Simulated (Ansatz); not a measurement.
HF on a (110) slab of TiO₂ (P4_2/mnm (No. 136)), 6 planes, outer planes O (top) and O (bottom), 1 a cell of 38.5 Å², relaxed and still whole (its atoms last):

```yaml
crystal:
  lattice:
    - [5.90853, 0.00000, 0.00000]
    - [0.00000, 6.51694, 0.00000]
    - [0.00000, 0.00000, 24.30356]
  atoms:
    - { symbol: O, position: [0.00000, 0.00000, 0.32917] }
    - { symbol: O, position: [0.50000, 0.00000, 0.32917] }
    - { symbol: Ti, position: [0.00000, 0.50000, 0.38163] }
    - { symbol: Ti, position: [0.50000, 0.50000, 0.38163] }
    - { symbol: Ti, position: [0.25000, 0.00000, 0.38163] }
    - { symbol: Ti, position: [0.75000, 0.00000, 0.38163] }
    - { symbol: O, position: [0.25000, 0.30438, 0.38163] }
    - { symbol: O, position: [0.75000, 0.30438, 0.38163] }
    - { symbol: O, position: [0.25000, 0.69562, 0.38163] }
    - { symbol: O, position: [0.75000, 0.69562, 0.38163] }
    - { symbol: O, position: [0.00000, 0.00000, 0.43408] }
    - { symbol: O, position: [0.50000, 0.00000, 0.43408] }
    - { symbol: O, position: [0.00023, 0.49281, 0.45796] }
    - { symbol: O, position: [0.50009, 0.49100, 0.45813] }
    - { symbol: Ti, position: [0.99969, 0.99124, 0.51061] }
    - { symbol: Ti, position: [0.49975, 0.99581, 0.50754] }
    - { symbol: Ti, position: [0.25099, 0.49282, 0.51826] }
    - { symbol: Ti, position: [0.74569, 0.49287, 0.51831] }
    - { symbol: O, position: [0.25882, 0.80316, 0.51400] }
    - { symbol: O, position: [0.74060, 0.80326, 0.51411] }
    - { symbol: O, position: [0.24544, 0.18627, 0.52195] }
    - { symbol: O, position: [0.75390, 0.18635, 0.52191] }
    - { symbol: O, position: [0.99941, 0.52527, 0.56469] }
    - { symbol: O, position: [0.49913, 0.49963, 0.56294] }
    - { symbol: F, position: [0.99978, 0.88211, 0.59844] }
    - { symbol: H, position: [0.99961, 0.72746, 0.59041] }
```

Level of theory: DFT PBE+D3(BJ), scalar-relativistic, plane waves, PAW (Ansatz). Cutoff 420 eV; k points 3×3×1 on the computed 26-atom cell (Γ-centred); Gaussian smearing, width 0.05 eV; no spin polarisation. The cell repeats along c with a dipole correction in the vacuum.

It binds with 0.75 eV a molecule against the clean slab and the free molecule (no zero-point or thermal terms); its shortest contact is H–O 1.46 Å. Take first-order desorption with no barrier to adsorption, no reaction on the face and an assumed prefactor of 10^13 s⁻¹.

(1) How long does a molecule stay at 400 K?

(2) Where does its peak lie in a desorption experiment heated at 5 K/s?

(3) Is this physisorption or chemisorption?

The molecule may also break up before it leaves, which wasn't tried.

Answers

(1) τ = ν⁻¹·exp(E/k_BT) with k_BT = 0.0345 eV: E/k_BT = 21.8, so τ ≈ 3×10^-4 s. At about one hit a site a second (10⁻⁶ mbar) the coverage is near τ × 1 s⁻¹, so a layer needs roughly 4×10^-3 mbar.

(2) The peak obeys E/(k_B·T_p²) = (ν/β)·exp(−E/k_BT_p). Solving gives T_p ≈ 285 K (E/k_BT_p = 30.6). An error of 0.1 eV in E moves it by about 38 K, and larger molecules have larger prefactors, which lowers it.

(3) The tightest contact, F–Ti 2.25 Å, is 1.04 times the sum of covalent radii, and deformation and lateral interaction add up to +0.47 eV. This is chemisorption.